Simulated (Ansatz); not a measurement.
# TiAl: relaxation of cell and atoms with PBEsol+D3(BJ)-ATM

Crystal: TiAl.

```
Ti Al
1.0
     2.86726    0.00000    0.00000
    -1.43363    2.48312    0.00000
     0.00000    0.00000    4.67808
Ti Al
1 1
Direct
  0.00000 0.00000 0.00000
  0.33333 0.66667 0.50000
```

The cell comes from a database or a generator and needn't be the stable form of this composition.

```json
{"Program": "Ansatz 0.2.0", "Task": "relaxation of cell and atoms", "Functional": "PBEsol", "Dispersion": "D3(BJ)-ATM", "Potentials or basis": "Ansatz PAW", "Cutoff": "420 eV (not typed: the program's choice for these potentials)", "k mesh": "11 × 11 × 6", "Occupations": "fermi-dirac, width 0.05 eV", "Spin": "no spin polarisation"}
```

```json
{
 "Relaxed volume": "15.66 Å³/atom",
 "Relaxed cell": "a = 2.812 Å, b = 2.812 Å, c = 4.575 Å, α = 90.00°, β = 90.00°, γ = 120.00°",
 "Space group after relaxing (to 0.05 Å)": "P-6m2 (No. 187)",
 "Energy gained by relaxing": "21.6 meV/atom",
 "Ionic steps": "7",
 "Pressure after relaxing": "0.0 GPa",
 "Band gap on the k mesh": "none (metal or under the smearing width)"
}
```

The path:
```
step  energy change (eV)  largest force (eV/Å)  volume (Å³)
   1              0.0000                0.0000        33.31
   2             -0.0147                0.0000        29.91
   3             -0.0432                0.0000        31.46
   4             -0.0435                0.0000        31.34
   5             -0.0431                0.0000        31.34
   6             -0.0432                0.0000        31.32
   7             -0.0431                0.0000        31.32
```

Final structure:
```
Ti Al
1.0
     2.81168    0.00000    0.00000
    -1.40584    2.43499    0.00000
     0.00000    0.00000    4.57516
Ti Al
1 1
Direct
  0.00000 0.00000 0.00000
  0.33333 0.66667 0.50000
```

Levels at points of the mesh, in eV from the Fermi level:
```csv
k point,band 5,band 6,band 7,band 8,band 9,band 10
"(0.00, 0.00, 0.00)",-9.18,-2.34,-1.81,1.37,1.37,2.99
"(0.00, 0.00, -0.50)",-8.21,-5.38,-0.45,1.38,1.38,2.91
```

Wall time 9.3 s on 2 threads of AMD EPYC 7R13 Processor (Zen 3), with other jobs on the host, peak memory 0.38 GiB.

Caveat: the plane-wave basis is chosen anew once the cell has moved, so the energies of steps on either side of that aren't comparable; pairwise dispersion overbinds metals, which lowers pressure and volume; the PAW data sets come from PBE, with cores solved anew for the run's functional, which leaves a small shift of forces and pressure.
